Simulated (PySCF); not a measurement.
Broadened absorption spectrum of [C5H6N]+

Compound: C5H6N (charge +1).
Geometry (PBE0-D3(BJ)/def2-SVP, Å), atoms numbered from 1 in this order:
```
atom  x, y, z in Å
C1     1.3902   -0.0103    0.0237
C2     0.7007    1.2042    0.0157
C3    -0.6817    1.1892   -0.0123
N4    -1.3276    0.0096   -0.0312
C5    -0.6988   -1.1794   -0.0242
C6     0.6832   -1.2145    0.0035
H7     2.4828   -0.0182    0.0456
H8     1.2279    2.1593    0.0310
H9    -1.2966    2.0910   -0.0202
H10   -2.3476    0.0170   -0.0516
H11   -1.3266   -2.0721   -0.0412
H12    1.1966   -2.1772    0.0092
```

Computed with PySCF, TDDFT PBE0/def2-SVPD, vertical, gas phase, core orbitals frozen in the response.

Computed states:

```
state  E (eV)       f
   S1    5.58   0.096
   S2    6.35  0.0014
   S3    7.15  0.0029
   S4    7.25  0.0000
   S5    7.51   0.526
   S6    7.67   0.389
   S7    8.12  0.0000
   S8    8.14  0.0000
   S9    8.26  0.0071
  S10    9.07  0.0014
```

Broadening: Gaussians 0.5 eV wide at half height, area fixed by f = 4.319×10⁻⁹ ∫ε dν̃. The width is an assumption, not a result. The curve ends short of the highest state used, and states not computed would add to its high-energy end.

Task: Give the broadened spectrum and its maxima.

Result: 
E (eV), ε (L mol⁻¹ cm⁻¹) and a bar:
```
     4.83         10 
     4.90         31 
     4.96         73 
     5.03        180 
     5.09        360 
     5.16        730 
     5.23       1327 #
     5.29       2033 #
     5.36       3021 ##
     5.43       4027 ###
     5.49       4726 ###
     5.56       5149 ###
     5.62       5082 ###
     5.69       4525 ###
     5.76       3615 ##
     5.82       2737 ##
     5.89       1791 #
     5.95       1148 #
     6.02        628 
     6.09        326 
     6.15        190 
     6.22        119 
     6.28         95 
     6.35         85 
     6.42         76 
     6.48         66 
     6.55         54 
     6.62         46 
     6.68         51 
     6.75         87 
     6.81        177 
     6.88        429 
     6.95       1014 #
     7.01       2009 #
     7.08       4135 ###
     7.14       7146 #####
     7.21      12397 ########
     7.28      19537 #############
     7.34      26714 ##################
     7.41      35188 #######################
     7.48      42115 ############################
     7.54      45549 ##############################
     7.61      45726 ##############################
     7.67      42577 ############################
     7.74      35917 ########################
     7.81      27600 ##################
     7.87      20450 #############
     7.94      13240 #########
     8.00       8508 ######
     8.07       4733 ###
     8.14       2505 ##
     8.20       1452 #
     8.27        818 #
     8.33        544 
     8.40        365 
     8.47        249
```

Maxima: 222 nm (5.58 eV), ε about 5200, made up of S1 (100%); 164 nm (7.58 eV), ε about 46000, made up of S5 (59%) and S6 (41%) (ε in L mol⁻¹ cm⁻¹; maxima over ε = 5, shares over 10%).

Task: On this curve, what absorbance would a 10⁻³ mol/L sample give at 222 nm over a 1 cm path?

Result: 222 nm is 5.585 eV, where ε is about 5200 L mol⁻¹ cm⁻¹, so A = ε c l ≈ 5.2 (Beer–Lambert, with the gas-phase spectrum and the assumed width).

Task: What would ε be at 7.58 eV, the highest of these maxima, with half the width (0.25 eV)?

Result: About 75700 L mol⁻¹ cm⁻¹ against 46200, a factor of about 1.6; a lone state at its own centre would give exactly 2.

Task: Coming from long wavelengths, where does ε first pass 100 L mol⁻¹ cm⁻¹?

Result: At about 249 nm (4.99 eV), 0.59 eV below S1.

All these states lie below the vertical ionisation energy of 15.54 eV (ΔSCF).

Time: 68 s wall. Hardware: Arm Neoverse V1, one thread, no GPU, on a shared host.
